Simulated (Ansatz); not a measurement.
# WS2: stress in a strained cell, part 2 of 2

Aim: deform WS2 (equal xx and yy strain of -1 %) and compute stress, forces and field gradients with LAPW, PAW and all-electron datasets made for the crystal.

Ansatz 0.2.0; DFT LDA; a database cell (COD). «Crystal datasets» are all-electron PAW datasets made for this crystal. The steps go on from the part before.

## 4. PAW with frozen cores

Contents of input.yaml:

```yaml
crystal:
  lattice:
    - [1.5632103805, 0.9025199339, 6.16333]
    - [-1.5632103805, 0.9025199339, 6.16333]
    - [0.0, -1.8050398679, 6.16333]
  atoms:
    - { symbol: W, position: [0.0, 0.0, 0.0] }
    - { symbol: S, position: [0.7503, 0.7503, 0.7503] }
    - { symbol: S, position: [0.581, 0.581, 0.581] }
kpoints:
  mp_grid: { grid: [13, 13, 13] }
scf:
  occupations: { method: fermi_dirac, width: 0.08 }
hamiltonian:
  xc: lda
  pseudopotentials: { kind: paw }
output:
  forces: true
  stress: true
  eigenvalues: true
  efg: { contact_densities: true }
  write_density: true
  write_potential: true
  elf: true
  volumetric_format: npy
```

Run with:

```sh
$ ansatz run input.yaml --threads 1 --pin off --max-ram 6144MiB --backend cpu --events-out ev --progress --plain --runs-dir out
```

The program printed:

```text
basis.fft_grid_basis auto: the FFT boxes are laid along the combinations [[1, -1, 0], [0, 1, 0], [0, -1, 1]] of the cell's own vectors, 3.126, 6.422 and 3.126 Å long. The dense box has 24×45×24 points. Along the cell's own vectors, as sized, it would have 45×45×45, 3.52 times as many. Of the 6 symmetry operations that the crystal satisfies within crystal.symmetry.tolerance (time reversal apart; of a slab, those that keep its plane) the dense box along the cell's own vectors carries 6, and the one as laid loses 4 of those. basis.fft_grid_basis: typed keeps the cell's own vectors: state it where this run's energies or levels are differenced outside the engine with another run's, or held beside a run that keeps those vectors. Those combinations have planes normal to reciprocal vector 3, as the cell's own vectors have. Each planar average written beside output.write_density, output.write_potential has a row for each plane of the box: 24. The volumetric files lie along those combinations, not along the cell's own vectors: a cube or XSF file states them, and fields.json those of NumPy files.
W: output.efg is read without spin–orbit coupling, which moves field gradients at and beside such atoms by some per cent and up to a factor of two; PAW files take it under magnetization.noncollinear and magnetization.spin_orbit
Engine: ansatz 0.2.0
Pseudopotentials: kind: paw
Pseudopotential: W, paw, valence charge 14, recommended cutoff 420 eV (normal)
Pseudopotential: S, paw, valence charge 6, recommended cutoff 420 eV (normal)
Functional definition: SPW92
  exchange = slater_x
  correlation = pw_c
Crystal: 3 atoms, lattice volume = 52.172 Å³
Basis set: ecut = 420 eV, 1011 PW (Γ), FFT grids on a1−a2, a2, −a2+a3
Bands: 17, of which v1, the nominal top of the filled ones, is band 13 counted from 1 (12 counted from 0)
Symmetry: 6 space group operations
Space group: R3m (ITA 160), of the structure as read, at distance tolerance 3.7e-5 Å
k-points: 231 of 2197 (time reversal used)
Non-local potential: W, projectors of the file, l = 0: 3, l = 1: 2, l = 2: 2, l = 3: 1
Non-local potential: S, projectors of the file, l = 0: 2, l = 1: 2, l = 2: 2
PAW form: soft (Blöchl's): semilocal exchange-correlation on the pseudo side does not see the compensation charge
PAW frozen core: W, regenerated for the run's functional, and the local potential with it (the file was generated under x = pbe(κ = 0.804, μ = 0.2195149727645171), c = pbe(β = 0.06672455060314922))
PAW frozen core: S, regenerated for the run's functional, and the local potential with it (the file was generated under x = pbe(κ = 0.804, μ = 0.2195149727645171), c = pbe(β = 0.06672455060314922))
PAW one-centre angular grid: W, 590 points (default); XC on 64 Gauss nodes
PAW one-centre angular grid: S, 110 points (default); XC on 64 Gauss nodes
Initial density: superposition of atomic densities (neutral atoms: chi_scale 0, normalization atom), corrected by the library's trained network
Initial wavefunctions: pseudopotential atomic-orbital guess
Functional: x = slater, c = lda
SCF iter   1: F=—  HF=-11871.692255 eV  |F-HF|=—  |Δ(HF+E_count)|=         —  Δρ=1.02e-2  dr2=8.55e-2  ethr=1.77e-3  ⟨swp⟩=5.7  Hψ=21898  notcnv=0
preconditioner: auto → none  [insulator: Δε(μ)=1.019 eV  Ē_g=8.848 eV  σ=0.080 eV  W_gap=0.99  n_scr=16 (ndim 8)  ℏωp=21.8 eV  f_vac=0.015  D(μ)=0.00/eV (n_scr^D=0)  ε∞_Penn≈7.1]
SCF iter   2: F=—  HF=-11871.718747 eV  |F-HF|=—  |Δ(HF+E_count)|=   2.65e-2  Δρ=1.18e-2  dr2=2.51e-1  ethr=3.29e-4  ⟨swp⟩=3.7  Hψ=9546  notcnv=0  recentre
SCF iter   3: F=—  HF=-11871.679256 eV  |F-HF|=—  |Δ(HF+E_count)|=   3.95e-2  Δρ=4.54e-3  dr2=8.49e-3  ethr=3.29e-4  ⟨swp⟩=2.8  Hψ=6744  notcnv=0
SCF iter   4: F=—  HF=-11871.678454 eV  |F-HF|=—  |Δ(HF+E_count)|=   8.01e-4  Δρ=1.05e-3  dr2=2.33e-4  ethr=3.26e-5  ⟨swp⟩=1.8  Hψ=5310  notcnv=0
SCF iter   5: F=—  HF=-11871.678481 eV  |F-HF|=—  |Δ(HF+E_count)|=   2.72e-5  Δρ=1.77e-4  dr2=3.40e-5  ethr=8.95e-7  ⟨swp⟩=2.0  Hψ=5666  notcnv=0
SCF iter   6: F=—  HF=-11871.678476 eV  |F-HF|=—  |Δ(HF+E_count)|=   5.24e-6  Δρ=1.09e-4  dr2=2.70e-6  ethr=1.31e-7  ⟨swp⟩=2.0  Hψ=5267  notcnv=0
SCF iter   7: F=—  HF=-11871.678476 eV  |F-HF|=—  |Δ(HF+E_count)|=   1.10e-7  Δρ=2.40e-5  dr2=1.76e-7  ethr=1.04e-8  ⟨swp⟩=2.0  Hψ=5871  notcnv=0
SCF iter   8: F=-11871.678476 eV  HF=-11871.678476 eV  |F-HF|=1.46e-8  |Δ(HF+E_count)|=   8.08e-9  Δρ=7.55e-6  dr2=2.47e-8  ethr=3.85e-10  ⟨swp⟩=9.3  Hψ=25958  notcnv=0
SCF 1 converged in 8 iterations: F = -11871.678476 eV  dr2 = 2.47e-8
SCF converged after 8 iterations
Free energy (F): -11871.678476 eV
Harris-Foulkes:  -11871.678476 eV  (|F-HF|=1.46e-8)
Internal energy: -11871.678442 eV  (E = F + TS)
E sigma→0 (E₀):  -11871.678459 eV
Entropy (-TS):   -0.000034 eV (-0.011 meV/atom)
Fermi energy:    12.190025 eV
--- Per-component energies (eV) ---
  E_band       = -185.135726
  E_kinetic    = 669.947721
  E_local      = -1767.169876  (includes V_loc(G=0)·N_el)
  E_nonlocal   = 65.300183
  E_hartree    = 702.779184
  E_xc         = -459.714411
  E_vxc        = -417.180558  (∫ρ·V_xc dr)
  E_paw        = -9447.460908  (= ΣΔE_a)
  E_vpaw       = -141.588615  (= ΣTr[D̂ρ^β])
  E_aug_tail   = -0.000065  (compensation charges beyond the density's cutoff)
  E_ewald      = -1635.949818
  E_core_change = 0.589548  (= ΣΔE_core)
  E_smearing   = -0.000034  (= −TS)
  E_closure    = -0.000000  (closes the sum)
  Σ components = -11871.678476   (vs F -11871.678476, Δ=0.00e0)
--- Forces (eV/Å), atoms counted from 1 ---
  atom   1  W      0.00000000     0.00000000    -0.61337949
  atom   2  S     -0.00000000    -0.00000000     0.26173800
  atom   3  S     -0.00000000    -0.00000000     0.35163412
  max |Σ_I F_I| component: 7.36e-6 eV/Å
--- Stress (GPa, compression-positive) ---
        0.003173       0.000000      -0.000000
        0.000000       0.003173       0.000000
       -0.000000       0.000000      -1.078719
  P = ⅓ Tr σ = -0.3575 GPa (-3.575 kbar)
--- PAW observables at the nuclei: V_zz in 10²¹ V/m², potentials from the cell's mean, atoms counted from 1 ---
  atom   1  W  V_zz =   -17.255732   η = 0.0000   by run symmetry: allowed
            electrostatic potential = -14806.784148 V   contact ρ = 8788647.772787 e/Å³
  atom   2  S  V_zz =    -4.906819   η = 0.0000   by run symmetry: allowed
            electrostatic potential = -1639.218880 V   contact ρ = 19606.782661 e/Å³
  atom   3  S  V_zz =    -4.109382   η = 0.0000   by run symmetry: allowed
            electrostatic potential = -1639.185582 V   contact ρ = 19607.362823 e/Å³
--- Band table (eV; the first three rows and the last of 231) ---
  k-point 0: bands = ["-62.6949", "-27.0226", "-26.7993", "-26.7993", "-3.9411", "-1.8870", "4.0066", "8.2637", "8.2637", "9.5554", "9.5554", "10.1861", "10.4616", "14.0648", "14.0648", "14.4250", "14.4250"]
  k-point 1: bands = ["-62.6937", "-27.0183", "-26.8233", "-26.8048", "-3.8339", "-1.8564", "4.1376", "7.9982", "8.3691", "9.1053", "9.3879", "10.2868", "10.5850", "13.9377", "14.1450", "14.1925", "14.3960"]
  k-point 2: bands = ["-62.6902", "-27.0061", "-26.8895", "-26.8201", "-3.5255", "-1.7681", "4.4998", "7.3647", "8.3526", "8.6539", "8.9997", "10.2478", "10.5696", "13.3851", "14.0787", "14.1787", "14.7409"]
  k-point 230: bands = ["-62.6937", "-27.0183", "-26.8233", "-26.8048", "-3.6060", "-2.2883", "5.1927", "7.6710", "7.9851", "8.3530", "9.4204", "9.5875", "11.5951", "14.0542", "14.1426", "14.1894", "14.4043"]
```

Wall time 25 s (1 thread of Arm Neoverse V2, shared host); peak memory 0.53 GiB.

In short: pressure -0.36 GPa; gap on the k mesh 1.01 eV (an odd mesh misses the zone boundary); largest force 0.613 eV/Å; Vzz W1 -17.26 (η = 0.00), S2 -4.91 (η = 0.00), S3 -4.11 (η = 0.00) (10²¹ V/m²).

The fields are shown in the conventional cell of this run's space group, carried over from its grid by interpolation.

Density in a lattice plane of the grid's cell (edges 3.13 and 18.49 Å, at 0.000 of the third edge), which holds W and S.

Values in e/Å³, 12 rows by 6 columns:
```
0.18 0.24 0.46 0.61 0.46 0.24
0.09 0.07 0.05 0.04 0.05 0.07
0.07 1.07 0.47 0.17 0.47 1.07
0.26 0.30 0.56 1.03 0.56 0.30
0.04 1.07 0.47 0.17 0.47 1.07
0.09 0.07 0.05 0.04 0.05 0.07
0.08 0.16 0.46 0.73 0.45 0.16
0.20 0.26 0.56 1.01 0.55 0.26
0.08 0.16 0.45 0.72 0.45 0.16
0.02 0.02 0.05 0.06 0.05 0.02
0.18 0.24 0.45 0.61 0.45 0.24
3.55 4.42 0.61 0.27 0.61 4.42
```
Columns run along the first of these edges and rows up along the second, over one cell in 6 and 12 even steps from the bottom left corner. Atoms in the plane (fractional): W at (0.00, 0.00), S at (1.00, 0.75), S at (0.00, 0.58).

ELF in the same plane.

Ten even steps from ' ' (0.00) to '@' (0.95):
```
==::++**++::
..::##%%##--
    ..--..  
@@@@==  ==@@
  **##..##**
****::..::**
----::--::--
..####..####
@@@@**  **@@
==..      ..
  ..**%%**..
  ::##%%##::
==--::::::--
::::::--::::
  ::##%%##::
    ==**==  
    ......  
..::##%%##::
==::++##++::
  ##::--::##
```
Columns run along the first of these edges and rows up along the second, over one cell in 6 and 20 even steps from the bottom left corner. Atoms in the plane (fractional): W at (0.00, 0.00), S at (1.00, 0.75), S at (0.00, 0.58).

Both are smooth fields of the valence electrons: close to the nuclei they are not physical.

Maxima of ELF outside the ion cores: 0.96 beside S, off the lines to its neighbours, 0.9 Å from S; 0.87 on the S–W line, 0.8 Å from S; 0.86 in the shell around S, 0.7 Å from S.

## 5. Datasets made for this crystal

Edit input.yaml of step 4 so:

```diff
@@ -15,3 +15,3 @@
   xc: lda
-  pseudopotentials: { kind: paw }
+  pseudopotentials: { kind: all_electron, datasets: crystal }
 output:
@@ -21,5 +21 @@
   efg: { contact_densities: true }
-  write_density: true
-  write_potential: true
-  elf: true
-  volumetric_format: npy
```

Run with:

```sh
$ ansatz run input.yaml --threads 1 --pin off --max-ram 6144MiB --backend cpu --events-out ev --progress --plain --runs-dir out
```

The program printed, cut to the lines that bear on the results:

```text
[...]
band count auto-derived: 19 (N_el = 26.0; filled up to band 13; 17 by the electrons, moments and atoms)
W: output.efg is read without spin–orbit coupling, which moves field gradients at and beside such atoms by some per cent and up to a factor of two; PAW files take it under magnetization.noncollinear and magnetization.spin_orbit
[...]
Pseudopotentials: kind: all_electron
Pseudopotential: W, paw, valence charge 28, recommended cutoff 300 eV (normal), Koelling and Harmon's equation, gaussian nucleus
Pseudopotential: S, paw, valence charge 6, recommended cutoff 300 eV (normal), Koelling and Harmon's equation, gaussian nucleus
Functional definition: SPW92
[...]
Crystal: 3 atoms, lattice volume = 52.172 Å³
Basis set: ecut = 300 eV, 623 PW (Γ), FFT grids on a1−a3, a2−a3, a3
Bands: 19, of which v1, the nominal top of the filled ones, is band 13 counted from 1 (12 counted from 0)
[...]
        0.000000       0.040821       0.000000
       -0.000000       0.000000      -1.071918
  P = ⅓ Tr σ = -0.3301 GPa (-3.301 kbar)
  It holds what live shells' own plane waves past their cutoff add
--- PAW observables at the nuclei: V_zz in 10²¹ V/m², potentials from the cell's mean, atoms counted from 1 ---
  atom   1  W  V_zz =   -16.930578   η = 0.0000   by run symmetry: allowed
            electrostatic potential = -14800.687530 V   contact ρ = 8784011.200745 e/Å³
  atom   2  S  V_zz =    -4.913403   η = 0.0000   by run symmetry: allowed
            electrostatic potential = -1635.938652 V   contact ρ = 19624.536756 e/Å³
  atom   3  S  V_zz =    -4.115158   η = 0.0000   by run symmetry: allowed
            electrostatic potential = -1635.921626 V   contact ρ = 19625.117166 e/Å³
--- Band table (eV; the first three rows and the last of 231) ---
  k-point 0: bands = ["-60.0456", "-24.3816", "-24.1579", "-24.1579", "-1.2941", "0.7595", "6.6477", "10.9089", "10.9089", "12.2008", "12.2008", "12.8278", "13.1033", "16.7076", "16.7076", "17.0671", "17.0671"]
[...]
```

Run time: 1.7 min. Hardware: 1 thread of Arm Neoverse V2, shared host; peak memory 2.3 GiB.

Result: pressure -0.33 GPa; gap on the k mesh 1.01 eV (an odd mesh misses the zone boundary); largest force 0.613 eV/Å; Vzz W1 -16.93 (η = 0.00), S2 -4.91 (η = 0.00), S3 -4.12 (η = 0.00) (10²¹ V/m²).

## 6. Side by side

Stress (GPa, compression positive):

| method | xx | yy | zz | yz | xz | xy |
| --- | --- | --- | --- | --- | --- | --- |
| LAPW | 0.04 | 0.04 | -1.07 | 0.00 | 0.00 | 0.00 |
| PAW | 0.00 | 0.00 | -1.08 | 0.00 | 0.00 | 0.00 |
| crystal datasets | 0.04 | 0.04 | -1.07 | 0.00 | 0.00 | 0.00 |

Forces (eV/Å):

| atom | LAPW x | LAPW y | LAPW z | PAW x | PAW y | PAW z | crystal datasets x | crystal datasets y | crystal datasets z |
| --- | --- | --- | --- | --- | --- | --- | --- | --- | --- |
| W1 | 0.000 | 0.000 | -0.613 | 0.000 | 0.000 | -0.613 | 0.000 | 0.000 | -0.613 |
| S2 | 0.000 | 0.000 | 0.262 | 0.000 | 0.000 | 0.262 | 0.000 | 0.000 | 0.262 |
| S3 | 0.000 | 0.000 | 0.351 | 0.000 | 0.000 | 0.352 | 0.000 | 0.000 | 0.351 |

| method | pressure (GPa) | gap on the k mesh (eV) | largest force (eV/Å) | Vzz W1 (10²¹ V/m²) | Vzz S2 (10²¹ V/m²) | Vzz S3 (10²¹ V/m²) | SCF cycles, all passes |
| --- | --- | --- | --- | --- | --- | --- | --- |
| LAPW | -0.33 | 1.01 | 0.613 | – | – | – | 10 |
| PAW | -0.36 | 1.01 | 0.613 | -17.26 | -4.91 | -4.11 | 8 |
| crystal datasets | -0.33 | 1.01 | 0.613 | -16.93 | -4.91 | -4.12 | 11 |

## 7. Results

This closing draws on all 2 parts.

| quantity | value |
| --- | --- |
| pressure | LAPW -0.33, PAW -0.36, crystal datasets -0.33 GPa |
| largest shear or deviatoric stress (LAPW) | 0.74 GPa |

The largest part of the stress beyond the pressure is 0.74 GPa in size, in the zz component; the atoms are carried along and not relaxed. No run of the undeformed cell stands beside it, so the pressure holds what the given cell had before the change. PAW: stress within 0.04 GPa of LAPW, forces within 1 meV/Å. Crystal datasets: stress within 0.01 GPa of LAPW, forces within 1 meV/Å. Spin-orbit coupling is left out, though the cell holds W; in elements this heavy it can shift bands and gaps by tenths of an eV.
